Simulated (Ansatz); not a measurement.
Crystal: CuCl2.

```xyz
3
Lattice="-2.2549 2.2549 6.8599 2.2549 -2.2549 6.8599 2.2549 2.2549 -6.8599" Properties=species:S:1:pos:R:3 pbc="T T T"
Cu    0.0000    0.0000    0.0000
Cl    2.2549    0.0000    0.0000
Cl    0.0000    2.2549    0.0000
```

Measurements of this composition are mostly on another form, of space group No. 12.

* Program: Ansatz 0.2.0
* Task: relaxation of cell and atoms
* Functional: r2SCAN
* Dispersion: D3(BJ)
* Potentials or basis: Ansatz PAW
* Cutoff: 500 eV (not typed: the program's choice for these potentials)
* k mesh: 8 × 8 × 8
* Occupations: fermi-dirac, width 0.05 eV
* Spin: no spin polarisation

At the start: volume 46.50 Å³/atom.

Q: Where does the relaxation end?

A: It ends after 15 steps and the volume is 24.29 Å³/atom (-47.8 %); space group I4/mmm (No. 139, to 0.05 Å).

The path:
| step | energy change (eV) | largest force (eV/Å) | volume (Å³) |
| --- | --- | --- | --- |
| 1 | 0.0000 | 0.0000 | 139.51 |
| 2 | -0.0027 | 0.0000 | 138.17 |
| 3 | -0.0050 | 0.0000 | 135.46 |
| 4 | -0.0117 | 0.0000 | 129.58 |
| 5 | -0.0143 | 0.0000 | 126.37 |
| 6 | -0.0217 | 0.0000 | 118.88 |
| 7 | -0.0321 | 0.0000 | 111.71 |
| 8 | -0.0491 | 0.0000 | 104.93 |
| 9 | -0.0796 | 0.0000 | 99.24 |
| 10 | -0.1117 | 0.0000 | 92.44 |
| 11 | -0.1525 | 0.0000 | 85.90 |
| 12 | -0.1974 | 0.0000 | 79.29 |
| 13 | -0.2265 | 0.0000 | 73.00 |
| 14 | -0.2268 | 0.0000 | 72.88 |
| 15 | -0.2245 | 0.0000 | 72.88 |

Final structure:
```
Cu Cl
1.0
    -2.23998    2.23998    3.63142
     2.23998   -2.23998    3.63142
     2.23998    2.23998   -3.63142
Cu Cl
1 2
Direct
  0.00000 0.00000 0.00000
  0.00000 0.50000 0.50000
  0.50000 0.00000 0.50000
```

Caveat: the volume moved by over 15 % at a fixed basis, so the end points are rough; the plane-wave basis is chosen anew once the cell has moved, so the energies of steps on either side of that aren't comparable; an odd number of electrons without spin polarisation forces a metal; a magnetic or distorted state may lie lower; the run has no spin polarisation, though such a crystal can be magnetic; pairwise dispersion overbinds metals, which lowers pressure and volume; the PAW data sets come from PBE, with cores solved anew for the run's functional, which leaves a small shift of forces and pressure; the dispersion damping was fitted for another functional or another form of the correction.
